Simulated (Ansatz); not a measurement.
From the elastic tensor of Ag at 35 GPa (stress–strain coefficients) to moduli and sound speeds

The calculation used DFT PBE, scalar-relativistic, plane waves, PAW (Ansatz 0.2.0). Settings: 420 eV plane-wave cutoff, Γ-centred 18×18×10 mesh, Fermi-Dirac smearing of 0.15 eV. No spin polarisation.

Symmetry: P6_3/mmc, No. 194, hexagonal system. Conventional cell: a = 2.732 Å, b = 2.732 Å, c = 4.478 Å, α = 90.00°, β = 90.00°, γ = 120.00°. Around Ag (site symmetry -6m2) lie 12 Ag at 2.73 to 2.74 Å.

In a metal, frequencies and elastic constants depend on the k mesh and the smearing, soft modes and shear constants most. Other phases may be more stable at this pressure.

Relaxed-ion constants (GPa, on the Cartesian axes of the calculation):
```
358.5 247.5 187.6   0.0   0.0   0.0
247.5 358.5 187.6   0.0   0.0   0.0
187.6 187.6 416.8   0.0   0.0   0.0
  0.0   0.0   0.0  53.7   0.0   0.0
  0.0   0.0   0.0   0.0  53.7   0.0
  0.0   0.0   0.0   0.0   0.0  55.5
```

Density 12.372 g/cm³; 2 atoms in 28.96 Å³.

The values that follow are for a polycrystal of randomly turned grains, by Hill's mean where one number stands.

| Item | Value |
| --- | --- |
| Bulk modulus, Voigt / Reuss / Hill | 264.4 / 264.4 / 264.4 GPa |
| Shear modulus, Voigt / Reuss / Hill | 66.7 / 61.0 / 63.8 GPa |
| Young's modulus | 177 GPa |
| Poisson ratio | 0.388 |
| Pugh ratio B/G | 4.14 |
| Universal anisotropy index | 0.46 |
| Longitudinal and transverse sound speeds | 5315 and 2272 m/s |
| Debye temperature from the mean sound speed | 314 K |

This form isn't the element's structure at ambient conditions.

Cost: 1 run of about 4.9 core-minutes, on Intel Xeon 6975P-C (Granite Rapids) (shared hosts).

The tensor describes a metal that strongly resists compression but shears easily, as the Pugh ratio of 4.14 shows. In silver the 4d shell is full and cohesion comes largely from delocalised s-p electrons. Squeezing the cell therefore meets closed-shell repulsion and electron kinetic energy, while shape changes at fixed volume meet little directional bonding. C13 exceeds C44 by more than the applied pressure alone would produce with central pair forces, which points to a volume-dependent, many-body part of the metallic bonding.

The anisotropy doesn't come from C44 and C66, which are nearly equal at 53.7 and 55.5 GPa. It arises because a volume-conserving change of the axial ratio is much stiffer than either of these shears. This probably reflects the close-packed layers, whose fcc stacking likewise combines a stiff trigonal shear with a soft tetragonal one.

The constants satisfy the mechanical stability conditions for small homogeneous strains at this pressure, but they don't test stability against phonons of finite wavevector.
